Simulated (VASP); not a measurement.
# Y in VASP: work function with PBE+D3(BJ)

Aim: the work function of Y with PBE+D3(BJ).

Program: VASP 6.6.1. These are calculated values, not measurements. Logs are shortened: lines on timing, memory, paths and dates and some standing lists are left out, and cuts for length are marked.

### 1 The structure

The cell holds a slab with vacuum, 4 atoms: a = 3.568 Å, b = 3.568 Å, c = 30.322 Å, α = 90.00°, β = 90.00°, γ = 120.00°.

The cell was built by a generator and needn't be a form met in nature.

### 2 Work function, PBE+D3(BJ)

Contents of INCAR:

```
SYSTEM = Y
  ALGO = Normal
  DIPOL = 0.5 0.5 0.500
  EDIFF = 1E-6
  ENCUT = 520
  GGA = PE
  IDIPOL = 3
  ISIF = 2
  ISMEAR = 1
  IVDW = 12
  KPAR = 2
  LASPH = .TRUE.
  LCHARG = .TRUE.
  LDIPOL = .TRUE.
  LREAL = .FALSE.
  LVACPOTAV = .TRUE.
  LVHAR = .TRUE.
  LWAVE = .FALSE.
  NELM = 80
  PREC = Accurate
  SIGMA = 0.1
```

Contents of KPOINTS:

```
k-points
0
G
  11 11 1
  0 0 0
```

Contents of POSCAR:

```
Y                                       
1.0
    3.5683436500      0.0000000000      0.0000000000
   -1.7841718800      3.0902763100      0.0000000000
    0.0000000000      0.0000000000     30.3219727700
  Y             
     4
Direct
     0.6666669999999968    0.3333330000000032    0.3602932694313390
     0.0000009999999975    0.9999990000000025    0.4523211786882134
     0.6666669999999968    0.3333330000000032    0.5476788213117867
     0.0000009999999975    0.9999990000000025    0.6397067305686610
```

Potentials or basis: VASP PAW PBE potentials, release 64 (Y_sv).

The run is started by

```bash
$ cat potpaw_PBE.64/Y_sv/POTCAR > POTCAR
$ mpirun -np 2 vasp_std > vasp.out
```

OUTCAR:

```text
SYSTEM = Y
   EDIFF = 1E-6
   ENCUT = 520
   GGA = PE
   ISIF = 2
   ISMEAR = 1
   IVDW = 12
   LASPH = .TRUE.
   LREAL = .FALSE.
   NELM = 80
   PREC = Accurate
 IVDW          = 12

 ion  position               nearest neighbor table
   1  0.667  0.333  0.360-   2 3.47   2 3.47   2 3.47
   2  0.000  1.000  0.452-   1 3.47   1 3.47   1 3.47   3 3.55   3 3.55   3 3.55
   3  0.667  0.333  0.548-   4 3.47   4 3.47   4 3.47   2 3.55   2 3.55   2 3.55
   4  0.000  1.000  0.640-   3 3.47   3 3.47   3 3.47

  LATTYP: Found a hexagonal cell.
 ALAT       =     3.5683436500
 C/A-ratio  =     8.4974923225

  Lattice vectors:

 A1 = (   3.5683436500,   0.0000000000,   0.0000000000)
 A2 = (  -1.7841718800,   3.0902763100,   0.0000000000)
 A3 = (   0.0000000000,   0.0000000000,  30.3219727700)

Analysis of symmetry for initial positions (statically):
=====================================================================
 Subroutine PRICEL returns:
 Original cell was already a primitive cell.

 Routine SETGRP: Setting up the symmetry group for a
 hexagonal supercell.

 Subroutine GETGRP returns: Found 12 space group operations
 (whereof  6 operations were pure point group operations)
 out of a pool of 24 trial point group operations.

The static configuration has the point symmetry C_3v.
 The point group associated with its full space group is D_3d.

Analysis of symmetry for dynamics (positions and initial velocities):
=====================================================================
 Subroutine PRICEL returns:
 Original cell was already a primitive cell.

 Routine SETGRP: Setting up the symmetry group for a
 hexagonal supercell.

 Subroutine GETGRP returns: Found 12 space group operations
 (whereof  6 operations were pure point group operations)
 out of a pool of 24 trial point group operations.

The dynamic configuration has the point symmetry C_3v.
 The point group associated with its full space group is D_3d.

 Subroutine INISYM returns: Found 12 space group operations
 (whereof  6 operations are pure point group operations),
 and found     1 'primitive' translations

----------------------------------------------------------------------------------------

                                     Primitive cell

  volume of cell :     334.3655

  direct lattice vectors                    reciprocal lattice vectors
     3.568343650  0.000000000  0.000000000     0.280242067  0.161797835  0.000000000
    -1.784171880  3.090276310  0.000000000     0.000000000  0.323595659  0.000000000
     0.000000000  0.000000000 30.321972770     0.000000000  0.000000000  0.032979385

  length of vectors
     3.568343650  3.568343729 30.321972770     0.323595666  0.323595659  0.032979385

  position of ions in fractional coordinates (direct lattice)
     0.666667000  0.333333000  0.360293269
     0.000001000  0.999999000  0.452321179
     0.666667000  0.333333000  0.547678821
     0.000001000  0.999999000  0.639706731

  ion indices of the primitive-cell ions
   primitive index   ion index
                 1           1
                 2           2
                 3           3
                 4           4

----------------------------------------------------------------------------------------

 KPOINTS: k-points

Automatic generation of k-mesh.
 Grid dimensions read from file:
 generate k-points for:   11   11    1

 Generating k-lattice:

  Cartesian coordinates                     Fractional coordinates (reciprocal lattice)
     0.025476552  0.014708894  0.000000000     0.090909091 -0.000000000  0.000000000
     0.000000000  0.029417787  0.000000000     0.000000000  0.090909091  0.000000000
     0.000000000  0.000000000  0.032979385     0.000000000  0.000000000  1.000000000

  Length of vectors
     0.029417788  0.029417787  0.032979385

  Shift w.r.t. Gamma in fractional coordinates (k-lattice)
     0.000000000  0.000000000  0.000000000

 Subroutine IBZKPT returns following result:
 ===========================================

 Found     16 irreducible k-points:

 Following reciprocal coordinates:
            Coordinates               Weight
  0.000000  0.000000  0.000000      1.000000
  0.090909 -0.000000  0.000000      6.000000
  0.181818  0.000000  0.000000      6.000000
  0.272727  0.000000  0.000000      6.000000
  0.363636  0.000000  0.000000      6.000000
  0.454545  0.000000  0.000000      6.000000
[... 8 lines left out ...]
  0.272727  0.272727  0.000000      6.000000
  0.363636  0.272727  0.000000      6.000000
   k-points           NKPTS =     16   k-points in BZ     NKDIM =     16   number of bands    NBANDS=     26
   number of dos      NEDOS =    301   number of ions     NIONS =      4
   total plane-waves  NPLWV = 188160
   dimension x,y,z NGX =    28 NGY =   28 NGZ =  240
   dimension x,y,z NGXF=    56 NGYF=   56 NGZF=  480
   ions per type =               4
   NGX,Y,Z   is equivalent  to a cutoff of  13.04, 13.04, 13.16 a.u.
   NGXF,Y,Z  is equivalent  to a cutoff of  26.09, 26.09, 26.32 a.u.
 SYSTEM =  Y
   PREC   = accura    normal or accurate (medium, high low for compatibility)
   ISTART =      0    job   : 0-new  1-cont  2-samecut
   ICHARG =      2    charge: 1-file 2-atom 10-const
   ISPIN  =      1    spin polarized calculation?
   LNONCOLLINEAR =      F non collinear calculations
   LSORBIT =      F    spin-orbit coupling
   LASPH  =      T    aspherical Exc in radial PAW
   ENCUT  =  520.0 eV  38.22 Ry    6.18 a.u.   6.63  6.63 56.38*2*pi/ulx,y,z
   NELM   =     80;   NELMIN=  2; NELMDL= -5     # of ELM steps
   EDIFF  = 0.1E-05   stopping-criterion for ELM
   LREAL  =      F    real-space projection
   EDIFFG = 0.1E-04   stopping-criterion for IOM
   NSW    =      0    number of steps for IOM
   IBRION =     -1    ionic relax: 0-MD 1-quasi-New 2-CG
   NFREE  =      0    steps in history (QN), initial steepest desc. (CG)
   ISIF   =      2    stress and relaxation
   ISYM   =      2    0-nonsym 1-usesym 2-fastsym
   POTIM  = 0.5000    time-step for ionic-motion
   TEBEG  =    0.0;   TEEND  =   0.0 temperature during run
   PSTRESS=    0.0 pullay stress
   NELECT =      44.0000    total number of electrons
   NUPDOWN=      -1.0000    fix difference up-down
   EMIN   =  10.00;   EMAX   =-10.00  energy-range for DOS
   EFERMI =   0.00;   METHOD = LEGACY
   ISMEAR =     1;   SIGMA  =   0.10  broadening in eV -4-tet -1-fermi 0-gaus
   EFERMI_NEDOS =   21; number of points for ismear=-14 and -15
   IALGO  =     38    algorithm
   IMIX   =      4    mixing-type and parameters
     AMIX     =   0.40;   BMIX     =  1.00
     AMIX_MAG =   1.60;   BMIX_MAG =  1.00
  volume/ion in A,a.u.               =      83.59       564.10
  Fermi-wavevector in a.u.,A,eV,Ry     =   0.832694  1.573563  9.433990  0.693379
  Thomas-Fermi vector in A             =   1.945792
   LORBIT       =      0    0 simple, 1 ext, 2 COOP (PROOUT), +10 PAW based schemes
   GGA     = PE    functional components
   LHFCALC =     F    Hartree Fock is set to
   AEXX    =    0.0000 exact exchange contribution
   IVDW    =    12    specifies the selected vdW correction
   LEPSILON=     F    determine dielectric tensor
   LRPA    =     F    only Hartree local field effects (RPA)
 non-spin polarized calculation
 Methfessel and Paxton  Order N= 1 SIGMA  =   0.10
  energy-cutoff  :      520.00
  volume of cell :      334.37
 maximum number of plane-waves:      9079
 NGX is ok and might be reduce to    28
   NGX = 13   NGY = 13   NGZ =113

 dipolmoment           0.000000      0.000000     -0.000000 electrons x Angstroem

 number of electron      44.0000002 magnetization

 dipolmoment           0.000000      0.000000      0.000000 electrons x Angstroem

 Free energy of the ion-electron system (eV)
  ---------------------------------------------------
  ext. energy  EPLUGINS =         0.00000000
  ---------------------------------------------------
  free energy    TOTEN  =       -24.29302223 eV

  energy without entropy =      -24.28298617  energy(sigma->0) =      -24.28967688

 E-fermi :  -0.7034     XC(G=0):  -4.2312

 val. band max:       -0.7161460963   @ k =   0.4545   0.0909   0.0000
 cond. band min:      -0.6895507938   @ k =   0.2727   0.1818   0.0000
 fundamental gap:      0.0265953025
 Fermi energy:        -0.7034062885

 k-point     1 :       0.0000    0.0000    0.0000
  band No.  band energies     occupation
      1     -43.6972      2.00000
      2     -43.6972      2.00000
      3     -43.1499      2.00000
      4     -43.1130      2.00000
      5     -23.8075      2.00000
      6     -23.7850      2.00000
[... 18 lines left out ...]
     25       0.9169     -0.00000
     26       1.0411     -0.00000

 k-point     2 :       0.0909   -0.0000    0.0000
  band No.  band energies     occupation
      1     -43.6936      2.00000
      2     -43.6935      2.00000
      3     -43.1457      2.00000
      4     -43.1101      2.00000
      5     -23.7984      2.00000
      6     -23.7788      2.00000
[... 18 lines left out ...]
     25       0.6685     -0.00000
     26       0.6898     -0.00000

 k-point     3 :       0.1818    0.0000    0.0000
  band No.  band energies     occupation
      1     -43.6838      2.00000
      2     -43.6838      2.00000
      3     -43.1343      2.00000
      4     -43.1025      2.00000
      5     -23.7748      2.00000
      6     -23.7627      2.00000
[... 18 lines left out ...]
     25       0.1880     -0.00000
     26       0.4009     -0.00000

 k-point     4 :       0.2727    0.0000    0.0000
  band No.  band energies     occupation
      1     -43.6710      2.00000
      2     -43.6710      2.00000
      3     -43.1188      2.00000
      4     -43.0929      2.00000
      5     -23.7486      2.00000
      6     -23.7448      2.00000
[... 18 lines left out ...]
     25      -0.2028     -0.00000
     26       0.4076     -0.00000

 k-point     5 :       0.3636    0.0000    0.0000
  band No.  band energies     occupation
      1     -43.6592      2.00000
      2     -43.6591      2.00000
      3     -43.1037      2.00000
      4     -43.0848      2.00000
      5     -23.8162      2.00000
      6     -23.8118      2.00000
[... 18 lines left out ...]
     25      -0.2200     -0.00000
     26       0.5022     -0.00000

 k-point     6 :       0.4545    0.0000    0.0000
  band No.  band energies     occupation
      1     -43.6521      2.00000
      2     -43.6521      2.00000
      3     -43.0939      2.00000
      4     -43.0808      2.00000
      5     -23.8809      2.00000
      6     -23.8771      2.00000
[... 195 lines left out ...]
 k-point    13 :       0.2727    0.1818    0.0000
  band No.  band energies     occupation
      1     -43.6548      2.00000
      2     -43.6548      2.00000
      3     -43.0979      2.00000
      4     -43.0822      2.00000
      5     -23.8013      2.00000
      6     -23.7988      2.00000
[... 18 lines left out ...]
     25      -0.4769     -0.00619
     26       0.2531     -0.00000

 k-point    14 :       0.3636    0.1818    0.0000
  band No.  band energies     occupation
      1     -43.6489      2.00000
      2     -43.6489      2.00000
      3     -43.0889      2.00000
      4     -43.0795      2.00000
      5     -23.8392      2.00000
      6     -23.8369      2.00000
[... 18 lines left out ...]
     25      -0.1660     -0.00000
     26       0.1507     -0.00000

 k-point    15 :       0.2727    0.2727    0.0000
  band No.  band energies     occupation
      1     -43.6484      2.00000
      2     -43.6484      2.00000
      3     -43.0881      2.00000
      4     -43.0793      2.00000
      5     -23.8050      2.00000
      6     -23.8040      2.00000
[... 18 lines left out ...]
     25      -0.4268     -0.00065
     26       0.0962     -0.00000

 k-point    16 :       0.3636    0.2727    0.0000
  band No.  band energies     occupation
      1     -43.6460      2.00000
      2     -43.6460      2.00000
      3     -43.0832      2.00000
      4     -43.0795      2.00000
      5     -23.7932      2.00000
      6     -23.7923      2.00000
[... 18 lines left out ...]
     25      -0.1659     -0.00000
     26      -0.1296     -0.00000

------------------------ aborting loop because EDIFF is reached ----------------------------------------

 Edisp (eV)   -1.07374

 E8    (eV) :    -0.5829

  FORCE on cell =-STRESS in cart. coord.  units (eV):
  Direction    XX          YY          ZZ          XY          YZ          ZX
  --------------------------------------------------------------------------------------
  -------------------------------------------------------------------------------------
  Total      -0.69534    -0.69534    -0.20862     0.00000     0.00000     0.00000
  in kB      -3.33185    -3.33185    -0.99965     0.00000     0.00000     0.00000
  external pressure =       -2.55 kB  Pullay stress =        0.00 kB

 VOLUME and BASIS-vectors are now :
 -----------------------------------------------------------------------------
  energy-cutoff  :      520.00
  volume of cell :      334.37
      direct lattice vectors                 reciprocal lattice vectors
     3.568343650  0.000000000  0.000000000     0.280242067  0.161797835  0.000000000
    -1.784171880  3.090276310  0.000000000     0.000000000  0.323595659  0.000000000
     0.000000000  0.000000000 30.321972770     0.000000000  0.000000000  0.032979385

 POSITION                                       TOTAL-FORCE (eV/Angst)
 -----------------------------------------------------------------------------------
      1.78417      1.03009     10.92480        -0.000000     -0.000000      0.017299
     -1.78417      3.09027     13.71527         0.000000     -0.000000      0.017366
      1.78417      1.03009     16.60670        -0.000000     -0.000000     -0.017366
     -1.78417      3.09027     19.39717         0.000000      0.000000     -0.017299
 -----------------------------------------------------------------------------------
    total drift:                               -0.009613      0.005550     -0.000016

  FREE ENERGIE OF THE ION-ELECTRON SYSTEM (eV)
  ---------------------------------------------------
  free  energy   TOTEN  =       -25.3667602611 eV

  energy  without entropy=      -25.3567241958  energy(sigma->0) =      -25.36341491

 vacuum level on the upper side and lower side of the slab         2.541         2.541
```

Run time: 3.2 min. Hardware: 2 MPI ranks of Intel Xeon Platinum 8488C (Sapphire Rapids), shared host; peak memory 0.46 GiB.

What came out:

```
Free energy                     : -25.3668 eV
Largest force                   : 0.017 eV/Å
Band gap on the k mesh          : none (metal or under the smearing width)
Dispersion energy per atom      : -0.268 eV
Work function of the upper face : 3.24 eV
Work function of the lower face : 3.24 eV
```

Forces on the atoms (eV/Å):
```
Y    0.000  0.000  0.017
Y    0.000  0.000  0.017
Y    0.000  0.000 -0.017
Y    0.000  0.000 -0.017
```

Levels at points of the mesh, in eV from the Fermi level:
| k point | band 18 | band 19 | band 20 | band 21 | band 22 | band 23 | band 24 | band 25 | band 26 |
| --- | --- | --- | --- | --- | --- | --- | --- | --- | --- |
| (0.00, 0.00, 0.00) | -3.86 | -2.94 | -2.15 | 0.13 | 0.14 | 0.80 | 1.19 | 1.62 | 1.74 |
